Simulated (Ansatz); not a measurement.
# Ge: the cost of one run

Computed with Ansatz 0.2.0 (DFT PBEsol, scalar-relativistic, plane waves, PAW, unless a step's input says otherwise).

2 further runs of the same task are left out: 1 that didn't finish, 1 set aside as unsound or not needed.

## (1) The structure to begin with

Symmetry: P6_3/mmc, No. 194, hexagonal system. The conventional cell has a = 3.797 Å, b = 3.797 Å, c = 6.249 Å, α = 90.00°, β = 90.00°, γ = 120.00°. Around Ge (site symmetry -3m) lie 6 Ge at 2.69 Å. Ge (site symmetry -6m2) has 6 Ge at 2.69 Å as nearest neighbours.

Structure file:

```cif
data_structure
_symmetry_space_group_name_H-M 'P 1'
_symmetry_Int_Tables_number 1
_cell_length_a 3.7971
_cell_length_b 3.7971
_cell_length_c 6.2493
_cell_angle_alpha 90.000
_cell_angle_beta 90.000
_cell_angle_gamma 120.000
_cell_volume 78.03
loop_
_atom_site_label
_atom_site_type_symbol
_atom_site_fract_x
_atom_site_fract_y
_atom_site_fract_z
_atom_site_occupancy
Ge1 Ge 0.00000 0.00000 0.07115 1
Ge2 Ge 0.00000 0.00000 0.57115 1
Ge3 Ge 0.33333 0.66667 0.82115 1
Ge4 Ge 0.66667 0.33333 0.32115 1
```

It goes back to an entry of the Materials Project, which need not be the stable form.

It is the result of an earlier relaxation at this level (volume 19.51 Å³/atom; gap on the mesh: none (metal)).

## (2) Zero of energy

The reference gives a free energy of -17013.1172 eV, pressure -0.02 GPa, largest force 0.000 eV/Å and gap on the mesh none (metal). It was computed beforehand with the settings of the runs below.

## (3) The scan: rattled cells

All atoms are moved at random with no net shift, in some cells together with a random strain.

## (4) rms move = 0.333 Å

input.yaml reads:

```yaml
crystal:
  lattice:
    - [3.8128641972, 0.0204612105, -0.0296254663]
    - [-1.8887121706, 3.4489922378, 0.0598969488]
    - [-0.0487587856, 0.085680417, 6.0359165995]
  atoms:
    - { symbol: Ge, position: [0.0365432282, -0.0617761919, 0.0890493613] }
    - { symbol: Ge, position: [0.070661707, 0.0322466692, 0.5488927342] }
    - { symbol: Ge, position: [0.278026625, 0.6979327529, 0.7826956436] }
    - { symbol: Ge, position: [0.6147684398, 0.3315967698, 0.3639622608] }
basis:
  ecutwfc: 420
kpoints:
  mp_grid: { grid: [12, 12, 8] }
hamiltonian:
  xc: pbesol
scf:
  occupations: { method: gaussian, width: 0.15 }
output:
  forces: true
  stress: true
  eigenvalues: true
  write_density: true
  write_potential: true
  elf: true
  volumetric_format: npy
```

Run with:

```bash
> ansatz run input.yaml --threads 2 --pin off --max-ram 5120MiB --backend cpu --events-out ev --progress --plain --runs-dir out
```

What time and memory should one allow on 2 threads of Intel Xeon Platinum 8488C (Sapphire Rapids), shared host?

About 49 s, with a peak of 1.3 GiB.
